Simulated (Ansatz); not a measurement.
Structure relaxation of Si₂Se

The calculation used Ansatz 0.2.0, DFT PBE, scalar-relativistic, plane waves, PAW. Cutoff 420 eV, Γ-centred k mesh, Gaussian smearing, no spin polarisation in the final step.

The start puts Si₂Se on the cubic Laves (C15) structure type (Fd-3m, No. 227), with Se in place of Mg, Si in place of Cu, at a guessed volume.

```xyz
6
Lattice="0.0000 3.8348 3.8348 3.8348 0.0000 3.8348 3.8348 3.8348 0.0000" Properties=species:S:1:pos:R:3 pbc="T T T"
Si    4.7935    4.7935    4.7935
Si    4.7935    2.8761    2.8761
Si    2.8761    2.8761    4.7935
Si    2.8761    4.7935    2.8761
Se    0.0000    0.0000    0.0000
Se    1.9174    1.9174    1.9174
```

Cell and atoms relax at zero pressure; the relaxation can't lower the symmetry of the start. After a coarse first stage the cell is made exact in the group found at 0.06 Å.

Energies over the elements count from the elements' standard structures at the same level, with no empirical corrections.

Describe the relaxed structure.

It keeps Fd-3m (No. 227). The result has the cubic Laves (C15) structure. Conventional cell: a = 7.484 Å. Si is coordinated by 6 Si at 2.65 Å and 6 Se at 3.10 Å; around Se lie 12 Si at 3.10 Å and 4 Se at 3.24 Å.

```cif
data_structure
_symmetry_space_group_name_H-M 'Fd-3m:1'
_symmetry_Int_Tables_number 227
_cell_length_a 7.4844
_cell_length_b 7.4844
_cell_length_c 7.4844
_cell_angle_alpha 90.000
_cell_angle_beta 90.000
_cell_angle_gamma 90.000
_cell_volume 419.25
loop_
_atom_site_label
_atom_site_type_symbol
_atom_site_symmetry_multiplicity
_atom_site_Wyckoff_symbol
_atom_site_fract_x
_atom_site_fract_y
_atom_site_fract_z
_atom_site_occupancy
Si1 Si 16 c 0.12500 0.12500 0.12500 1
Se1 Se 8 b 0.00000 0.00000 0.50000 1
```

What are its volume, energy, density and gap?

The volume per atom is 17.47 Å³. The density is 4.28 g/cm³, the energy over the elements is 0.64 eV/atom and the gap on the 10×10×10 mesh is 0 eV (a metal).

The final run used a 10×10×10 mesh on its 6-atom cell and 0.10 eV smearing. For metals, differences of a few meV/atom aren't resolved. A structure relaxed within its symmetry needn't be a true minimum. The steps took about 30 core-seconds in all.

Cost: 3 runs of about 0.55 core-minutes in all, on Arm Neoverse V2 (shared hosts).